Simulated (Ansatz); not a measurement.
Crystal: TiSi2.

```
CELL_PARAMETERS angstrom
0.00000 4.11752 4.26290
2.38951 0.00000 4.26290
2.38951 4.11752 0.00000
ATOMIC_POSITIONS crystal
Ti 0.75000 0.75000 0.75000
Ti 0.50000 0.50000 0.50000
Si 0.41257 0.08743 0.41257
Si 0.08743 0.41257 0.08743
Si 0.16257 0.83743 0.16257
Si 0.83743 0.16257 0.83743
```

The cell is a database's computed one.

Base run:

| Property | Result |
| --- | --- |
| Program | Ansatz 0.2.0 |
| Functional | revPBE |
| Potentials or basis | Ansatz PAW |
| Cutoff | 420 eV (not typed: the program's choice for these potentials) |
| k mesh | 7 × 7 × 7 |
| Occupations | fermi-dirac, width 0.05 eV |
| Spin | no spin polarisation |

Its results: band gap on the k mesh none (metal or under the smearing width); pressure 4.0 GPa; largest force 0.011 eV/Å.

Problem. After a change of settings the same cell gave: band gap on the k mesh none (metal or under the smearing width); pressure -0.2 GPa; largest force 0.016 eV/Å. Which change was it?
A. functional from revPBE to BLYP
B. functional from revPBE to PBEsol
C. functional from revPBE to LDA
D. functional from revPBE to r2SCAN; cutoff from 420 eV (not typed: the program's choice for these potentials) to 500 eV (not typed: the program's choice for these potentials)

Solution. D.

Caveats: the PAW data sets come from PBE, with cores solved anew for the run's functional, which leaves a small shift of forces and pressure; the density of states is complete only up to the lowest level of the last band computed.

Runs at the PBE level aren't shown here.
